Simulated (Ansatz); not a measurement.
GaSb:

```
Sb Ga
1.0
     0.00000    3.05900    3.05900
     3.05900    0.00000    3.05900
     3.05900    3.05900    0.00000
Sb Ga
1 1
Direct
  0.75000 0.75000 0.75000
  0.00000 0.00000 0.00000
```

Base run:

| Item | Value |
| --- | --- |
| Program | Ansatz 0.2.0 |
| Functional | RPBE |
| Potentials or basis | all-electron LAPW, scalar-relativistic |
| Cutoff | 278 eV (chosen from the basis error) |
| Basis error allowed | 0.001 eV/atom |
| k mesh | 8 × 8 × 8 |
| Occupations | fermi-dirac, width 0.05 eV |
| Spin | no spin polarisation |

Its results: pressure 3.9 GPa.

**Question.** After a change of settings the same cell gave: pressure -1.7 GPa. Which change was it?
A. functional from RPBE to PBEsol
B. functional from RPBE to BLYP
C. functional from RPBE to revPBE
D. functional from RPBE to LDA

**Answer.** D.

LDA binds more tightly than RPBE, so the same cell stands under less pressure.
